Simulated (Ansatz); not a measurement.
CdS (Greenockite): single point with PBE

**The experiment to reproduce.**

From “Isotope dependence of band-gap energy”, 2008, arxiv:0807.2152, for a bulk crystal of CdS: band gap 2.5809 ± 0.0002 eV.

CdS (Greenockite):

```
Cd S
1.0
     4.15000    0.00000    0.00000
    -2.07500    3.59401    0.00000
     0.00000    0.00000    6.73700
Cd S
2 2
Direct
  0.66667 0.33333 0.50000
  0.33333 0.66667 0.00000
  0.66667 0.33333 0.87500
  0.33333 0.66667 0.37500
```

| Item | Value |
| --- | --- |
| Program | Ansatz 0.2.0 |
| Task | single point |
| Functional | PBE |
| Potentials or basis | Ansatz PAW |
| Cutoff | 420 eV (not typed: the program's choice for these potentials) |
| k mesh | 7 × 7 × 4 |
| Occupations | gaussian, width 0.013 eV |
| Spin | no spin polarisation |

| Quantity | Value |
| --- | --- |
| Pressure | 2.1 GPa |
| Largest force | 0.068 eV/Å |
| Band gap on the k mesh | 1.20 eV, direct |

Forces on the atoms (eV/Å):
```
Cd   0.000  0.000 -0.068
Cd   0.000  0.000 -0.068
S    0.000  0.000  0.068
S    0.000  0.000  0.068
```

Stress tensor (GPa, compression positive):
```
1.86 0.00 0.00
0.00 1.86 0.00
0.00 0.00 2.50
```

Levels at points of the mesh, in eV from the valence-band top:
| k point | band 23 | band 24 | band 25 | band 26 | band 27 | band 28 | band 29 | band 30 |
| --- | --- | --- | --- | --- | --- | --- | --- | --- |
| (0.00, 0.00, 0.00) | -0.76 | -0.04 | 0.00 | 0.00 | 1.20 | 2.79 | 6.46 | 6.46 |
| (0.00, 0.00, -0.50) | -0.39 | -0.39 | -0.39 | -0.39 | 2.84 | 2.84 | 6.17 | 6.17 |

It took 7 s on 2 threads of Intel(R) Xeon(R) Processor @ 2.50GHz (Skylake/Cascade Lake), with other jobs on the host, peak memory 0.38 GiB.

Against the measured gap of CdS, 2.5809 eV (quoted in “Isotope dependence of band-gap energy”, 2008, arxiv:0807.2152), the calculated 1.20 eV is off by -1.38 eV. So large a miss can be the level of theory's own, or it may mean another phase, state or a wrong row. Spin-orbit coupling on Cd is left out. The value is that of PBE, without temperature or zero-point motion. Semilocal functionals fall short of measured gaps as a rule.

Caveat: odd divisions of the mesh miss points on the zone boundary, where band edges often lie, so the gap on the mesh can be too wide.
